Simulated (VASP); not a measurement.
# SiC (Imm2) in VASP: notebook

The runs below take SiC through single point, relaxation of the atoms, with PBE.

Program: VASP 6.6.1. These are calculated values, not measurements. Logs are shortened: lines on timing, memory, paths and dates and some standing lists are left out, and cuts for length are marked.

## Step 1: The structure

Symmetry: Imm2, No. 44, orthorhombic system. Conventional cell: a = 3.066 Å, b = 3.095 Å, c = 4.395 Å, α = 90.00°, β = 90.00°, γ = 90.00°. Si (site symmetry mm2) has 4 C at 1.89 to 1.90 Å as nearest neighbours. C (site symmetry mm2) has 4 Si at 1.89 to 1.90 Å as nearest neighbours.

The cell was built by a generator and isn't the measured one.

## Step 2: Single point, PBE (strained cell)

Input file INCAR:

```
SYSTEM = SiC
  ALGO = Normal
  EDIFF = 1E-6
  ENCUT = 520
  GGA = PE
  ISIF = 2
  ISMEAR = 0
  LASPH = .TRUE.
  LCHARG = .FALSE.
  LREAL = .FALSE.
  LWAVE = .FALSE.
  NBANDS = 11
  NELM = 100
  PREC = Accurate
  SIGMA = 0.02
```

Input file KPOINTS:

```
k-points
0
G
  10 10 10
  0 0 0
```

Input file POSCAR:

```
SiC
1.0
   -0.0103246600      2.1782847606      2.1975389081
    2.1782847606     -0.0103246600      2.1975389081
    2.1679601006      2.1679601006      0.0000000000
Si C
1 1
Direct
   -0.0004557933     -0.0004557933      0.0004557933
    0.2504557933      0.2504557933      0.2495442067
```

Potentials or basis: VASP PAW PBE potentials, release 64 (Si, C).

On the command line:

```bash
cat potpaw_PBE.64/Si/POTCAR potpaw_PBE.64/C/POTCAR > POTCAR
mpirun -np 1 vasp_std > vasp.out
```

OUTCAR:

```text
SYSTEM = SiC
   EDIFF = 1E-6
   ENCUT = 520
   GGA = PE
   ISIF = 2
   ISMEAR = 0
   LASPH = .TRUE.
   LREAL = .FALSE.
   NELM = 100
   PREC = Accurate

 ion  position               nearest neighbor table
   1  1.000  1.000  0.000-   2 1.89   2 1.89   2 1.90   2 1.90
   2  0.250  0.250  0.250-   1 1.89   1 1.89   1 1.90   1 1.90

  LATTYP: Found a body centered orthorhombic cell.
 ALAT       =     3.0659585770
 B/A-ratio  =     1.0095247694
 C/A-ratio  =     1.4335085442

  Lattice vectors:

 A1 = (   0.0103246600,  -2.1782847606,  -2.1975389081)
 A2 = (  -0.0103246600,   2.1782847606,  -2.1975389081)
 A3 = (   2.1782847606,  -0.0103246600,   2.1975389081)

Analysis of symmetry for initial positions (statically):
=====================================================================
 Subroutine PRICEL returns:
 Original cell was already a primitive cell.

 Routine SETGRP: Setting up the symmetry group for a
 body centered orthorhombic supercell.

 Subroutine GETGRP returns: Found  4 space group operations
 (whereof  4 operations were pure point group operations)
 out of a pool of  8 trial point group operations.

The static configuration has the point symmetry C_2v.

Analysis of symmetry for dynamics (positions and initial velocities):
=====================================================================
 Subroutine PRICEL returns:
 Original cell was already a primitive cell.

 Routine SETGRP: Setting up the symmetry group for a
 body centered orthorhombic supercell.

 Subroutine GETGRP returns: Found  4 space group operations
 (whereof  4 operations were pure point group operations)
 out of a pool of  8 trial point group operations.

The dynamic configuration has the point symmetry C_2v.

 Subroutine INISYM returns: Found  4 space group operations
 (whereof  4 operations are pure point group operations),
 and found     1 'primitive' translations

----------------------------------------------------------------------------------------

                                     Primitive cell

  volume of cell :      20.8538

  direct lattice vectors                    reciprocal lattice vectors
    -0.010324660  2.178284761  2.197538908    -0.228455564  0.228455564  0.227527257
     2.178284761 -0.010324660  2.197538908     0.228455564 -0.228455564  0.227527257
     2.167960101  2.167960101  0.000000000     0.230631551  0.230631551 -0.227527257

  length of vectors
     3.094221768  3.094221768  3.065958577     0.395161413  0.395161413  0.397681376

  position of ions in fractional coordinates (direct lattice)
     0.999544207  0.999544207  0.000455793
     0.250455793  0.250455793  0.249544207

  ion indices of the primitive-cell ions
   primitive index   ion index
                 1           1
                 2           2

----------------------------------------------------------------------------------------

 KPOINTS: k-points

Automatic generation of k-mesh.
 Grid dimensions read from file:
 generate k-points for:   10   10   10

 Generating k-lattice:

  Cartesian coordinates                     Fractional coordinates (reciprocal lattice)
    -0.022845556  0.022845556  0.022752726     0.100000000  0.000000000  0.000000000
     0.022845556 -0.022845556  0.022752726     0.000000000  0.100000000  0.000000000
     0.023063155  0.023063155 -0.022752726    -0.000000000 -0.000000000  0.100000000

  Length of vectors
     0.039516141  0.039516141  0.039768138

  Shift w.r.t. Gamma in fractional coordinates (k-lattice)
     0.000000000  0.000000000  0.000000000

 Subroutine IBZKPT returns following result:
 ===========================================

 Found    171 irreducible k-points:

 Following reciprocal coordinates:
            Coordinates               Weight
  0.000000  0.000000  0.000000      1.000000
  0.100000  0.000000  0.000000      4.000000
  0.200000  0.000000  0.000000      4.000000
  0.300000 -0.000000  0.000000      4.000000
  0.400000 -0.000000  0.000000      4.000000
  0.500000  0.000000  0.000000      2.000000
[... 16 lines left out ...]
  0.300000  0.300000  0.000000      2.000000
  0.400000  0.300000  0.000000      4.000000
 [... further k-points ...]
   k-points           NKPTS =    171   k-points in BZ     NKDIM =    171   number of bands    NBANDS=     11
   number of dos      NEDOS =    301   number of ions     NIONS =      2
   total plane-waves  NPLWV =  13824
   dimension x,y,z NGX =    24 NGY =   24 NGZ =   24
   dimension x,y,z NGXF=    48 NGYF=   48 NGZF=   48
   ions per type =               1   1
   NGX,Y,Z   is equivalent  to a cutoff of  12.89, 12.89, 13.01 a.u.
   NGXF,Y,Z  is equivalent  to a cutoff of  25.79, 25.79, 26.03 a.u.
 SYSTEM =  SiC
   PREC   = accura    normal or accurate (medium, high low for compatibility)
   ISTART =      0    job   : 0-new  1-cont  2-samecut
   ICHARG =      2    charge: 1-file 2-atom 10-const
   ISPIN  =      1    spin polarized calculation?
   LNONCOLLINEAR =      F non collinear calculations
   LSORBIT =      F    spin-orbit coupling
   LASPH  =      T    aspherical Exc in radial PAW
   ENCUT  =  520.0 eV  38.22 Ry    6.18 a.u.   5.75  5.75  5.70*2*pi/ulx,y,z
   NELM   =    100;   NELMIN=  2; NELMDL= -5     # of ELM steps
   EDIFF  = 0.1E-05   stopping-criterion for ELM
   LREAL  =      F    real-space projection
   EDIFFG = 0.1E-04   stopping-criterion for IOM
   NSW    =      0    number of steps for IOM
   IBRION =     -1    ionic relax: 0-MD 1-quasi-New 2-CG
   NFREE  =      0    steps in history (QN), initial steepest desc. (CG)
   ISIF   =      2    stress and relaxation
   ISYM   =      2    0-nonsym 1-usesym 2-fastsym
   POTIM  = 0.5000    time-step for ionic-motion
   TEBEG  =    0.0;   TEEND  =   0.0 temperature during run
   PSTRESS=    0.0 pullay stress
   NELECT =       8.0000    total number of electrons
   NUPDOWN=      -1.0000    fix difference up-down
   EMIN   =  10.00;   EMAX   =-10.00  energy-range for DOS
   EFERMI =   0.00;   METHOD = LEGACY
   ISMEAR =     0;   SIGMA  =   0.02  broadening in eV -4-tet -1-fermi 0-gaus
   EFERMI_NEDOS =   21; number of points for ismear=-14 and -15
   IALGO  =     38    algorithm
   IMIX   =      4    mixing-type and parameters
     AMIX     =   0.40;   BMIX     =  1.00
     AMIX_MAG =   1.60;   BMIX_MAG =  1.00
  volume/ion in A,a.u.               =      10.43        70.36
  Fermi-wavevector in a.u.,A,eV,Ry     =   1.189532  2.247889 19.252058  1.414986
  Thomas-Fermi vector in A             =   2.325637
   LORBIT       =      0    0 simple, 1 ext, 2 COOP (PROOUT), +10 PAW based schemes
   GGA     = PE    functional components
   LHFCALC =     F    Hartree Fock is set to
   AEXX    =    0.0000 exact exchange contribution
   IVDW    =     0    specifies the selected vdW correction
   LEPSILON=     F    determine dielectric tensor
   LRPA    =     F    only Hartree local field effects (RPA)
 non-spin polarized calculation
 Gauss-broadening in eV      SIGMA  =   0.02
  energy-cutoff  :      520.00
  volume of cell :       20.85
 maximum number of plane-waves:       576
   NGX = 11   NGY = 11   NGZ = 11

 number of electron       8.0000001 magnetization

 Free energy of the ion-electron system (eV)
  ---------------------------------------------------
  ext. energy  EPLUGINS =         0.00000000
  ---------------------------------------------------
  free energy    TOTEN  =       -15.05781567 eV

  energy without entropy =      -15.05781567  energy(sigma->0) =      -15.05781567

 E-fermi :   8.1744     XC(G=0): -11.3224

 val. band max:        8.0879538155   @ k =   0.0000   0.0000   0.0000
 cond. band min:       9.3577862127   @ k =   0.5000   0.0000   0.5000
 fundamental gap:      1.2698323972
 Fermi energy:         8.1743817029

 k-point     1 :       0.0000    0.0000    0.0000
  band No.  band energies     occupation
      1      -7.3224      2.00000
      2       7.9791      2.00000
      3       7.9937      2.00000
      4       8.0880      2.00000
      5      14.1424      0.00000
      6      15.1651      0.00000
      7      15.3093      0.00000
      8      15.3676      0.00000
      9      22.3433      0.00000
     10      22.6160      0.00000
     11      24.3787      0.00000

 k-point     2 :       0.1000    0.0000    0.0000
  band No.  band energies     occupation
      1      -7.1297      2.00000
      2       6.9731      2.00000
      3       7.8506      2.00000
      4       7.9594      2.00000
      5      14.4719      0.00000
      6      15.4196      0.00000
      7      15.5251      0.00000
      8      15.6065      0.00000
      9      21.4259      0.00000
     10      21.6842      0.00000
     11      24.2533      0.00000

 k-point     3 :       0.2000    0.0000    0.0000
  band No.  band energies     occupation
      1      -6.5602      2.00000
      2       4.8573      2.00000
      3       7.5437      2.00000
      4       7.6634      2.00000
      5      14.2038      0.00000
      6      15.8350      0.00000
      7      15.9735      0.00000
      8      16.6802      0.00000
      9      20.7956      0.00000
     10      21.0080      0.00000
     11      23.3807      0.00000

 k-point     4 :       0.3000   -0.0000    0.0000
  band No.  band energies     occupation
      1      -5.6499      2.00000
      2       2.5623      2.00000
      3       7.2270      2.00000
      4       7.3577      2.00000
      5      13.7983      0.00000
      6      15.6994      0.00000
      7      15.8721      0.00000
      8      17.6982      0.00000
      9      21.6251      0.00000
     10      21.7720      0.00000
     11      23.0946      0.00000
[... 239 lines left out ...]
 k-point    22 :      -0.2000    0.2000    0.0000
  band No.  band energies     occupation
      1      -5.3406      2.00000
      2       3.1945      2.00000
      3       4.7478      2.00000
      4       7.4663      2.00000
      5      14.6568      0.00000
      6      16.0574      0.00000
      7      16.4431      0.00000
      8      17.0461      0.00000
      9      19.6446      0.00000
     10      23.3376      0.00000
     11      26.8694      0.00000

 k-point    23 :       0.3000    0.3000    0.0000
  band No.  band energies     occupation
      1      -5.0887      2.00000
      2       3.6037      2.00000
      3       5.6437      2.00000
      4       5.7991      2.00000
      5      11.1879      0.00000
      6      13.6765      0.00000
      7      19.4656      0.00000
      8      19.5165      0.00000
      9      20.2414      0.00000
     10      25.1490      0.00000
     11      29.5186      0.00000

 k-point    24 :       0.4000    0.3000    0.0000
  band No.  band energies     occupation
      1      -4.2340      2.00000
      2       2.3871      2.00000
      3       4.8566      2.00000
      4       5.5439      2.00000
      5      10.9422      0.00000
      6      13.6677      0.00000
      7      19.5279      0.00000
      8      19.9260      0.00000
      9      21.6417      0.00000
     10      26.0899      0.00000
     11      29.1062      0.00000

 [... further k-points ...]
[... 5 lines left out ...]
  --------------------------------------------------------------------------------------
  -------------------------------------------------------------------------------------
  Total        0.2947553      0.2947553     -0.0076719      0.3030214      0.0000000      0.0000000
  in kB       22.6457143     22.6457143     -0.5894206     23.2807944      0.0000000      0.0000000
  external PRESSURE =      14.9006693 kB  Pullay stress =       0.0000000 kB

 VOLUME and BASIS-vectors are now :
 -----------------------------------------------------------------------------
  energy-cutoff  :      520.00
  volume of cell :       20.85
      direct lattice vectors                 reciprocal lattice vectors
    -0.010324660  2.178284761  2.197538908    -0.228455564  0.228455564  0.227527257
     2.178284761 -0.010324660  2.197538908     0.228455564 -0.228455564  0.227527257
     2.167960101  2.167960101  0.000000000     0.230631551  0.230631551 -0.227527257

 POSITION                                       TOTAL-FORCE (eV/Angst)
 -----------------------------------------------------------------------------------
      2.16796      2.16796      4.39307        -0.000000     -0.000000      0.000706
      1.08398      1.08398      1.10077         0.000000      0.000000     -0.000706
 -----------------------------------------------------------------------------------
    total drift:                                0.000000      0.000000      0.000015

  FREE ENERGIE OF THE ION-ELECTRON SYSTEM (eV)
  ---------------------------------------------------
  free  energy   TOTEN  =       -15.0578156699 eV

  energy  without entropy=      -15.0578156699  energy(sigma->0) =      -15.05781567
```

It took 10 s on 1 thread of Intel Xeon 6975P-C (Granite Rapids), shared host; peak memory 0.15 GiB.

Results:

- Free energy: -15.0578 eV
- Pressure: 1.5 GPa
- Band gap on the k mesh: 1.27 eV, indirect (least direct gap 4.44 eV)

A k mesh can miss the band edges.

## Step 3: Relaxation of the atoms, PBE (strained cell)

Input file INCAR:

```
PREC = Accurate ; ENCUT = 520
EDIFF = 1E-7 ; ISMEAR = 0
SIGMA = 0.02 ; LREAL = F
LASPH = T ; NELM = 100
ALGO = Fast ; ISIF = 2
LWAVE = F ; LCHARG = F
GGA = PE ; IBRION = 2
NSW = 60 ; EDIFFG = -0.002
```

Input file KPOINTS:

```
Automatic mesh
0
Gamma
  10 10 10
```

POSCAR is that of step 2.

Potentials or basis: VASP PAW PBE potentials, release 64 (Si, C).

On the command line:

```bash
cat potpaw_PBE.64/Si/POTCAR potpaw_PBE.64/C/POTCAR > POTCAR
mpirun -np 1 vasp_std > vasp.out
```

Run time: 10 s. Hardware: 1 thread of Intel Xeon 6975P-C (Granite Rapids), shared host; peak memory 0.15 GiB.

The run converged. Its results:

| Quantity | Value |
| --- | --- |
| Free energy | -15.0578 eV |
| Pressure after relaxing | 1.5 GPa |
| Band gap on the k mesh | 1.27 eV, indirect (least direct gap 4.44 eV) |

Stress tensor (GPa, compression positive):
```
 2.26  2.33  0.00
 2.33  2.26  0.00
 0.00  0.00 -0.06
```

Final structure:
```
CELL_PARAMETERS angstrom
-0.01032 2.17828 2.19754
2.17828 -0.01032 2.19754
2.16796 2.16796 0.00000
ATOMIC_POSITIONS crystal
Si 0.99954 0.99954 0.00046
C 0.25046 0.25046 0.24954
```

Levels at points of the mesh, in eV from the valence-band top:
```
           k point  band 1  band 2  band 3  band 4  band 5  band 6  band 7  band 8
(0.00, 0.00, 0.00)  -15.41   -0.11   -0.09    0.00    6.05    7.08    7.22    7.28
(0.50, 0.00, 0.00)  -11.91   -8.58   -1.16   -1.02    5.35    7.08    7.27    9.97
(0.50, 0.50, 0.00)  -10.47   -7.91   -3.26   -3.09    1.35    4.33   13.91   14.52
(0.00, 0.00, 0.50)  -11.84   -8.54   -1.19   -1.11    5.23    7.06    7.11    9.92
(0.50, 0.00, 0.50)  -10.41   -7.80   -3.28   -3.26    1.27    4.18   13.73   14.52
```

Caveat: the relaxation stopped at its first step, so nothing moved. A k mesh can miss the band edges.

[end of part 1 of 2]
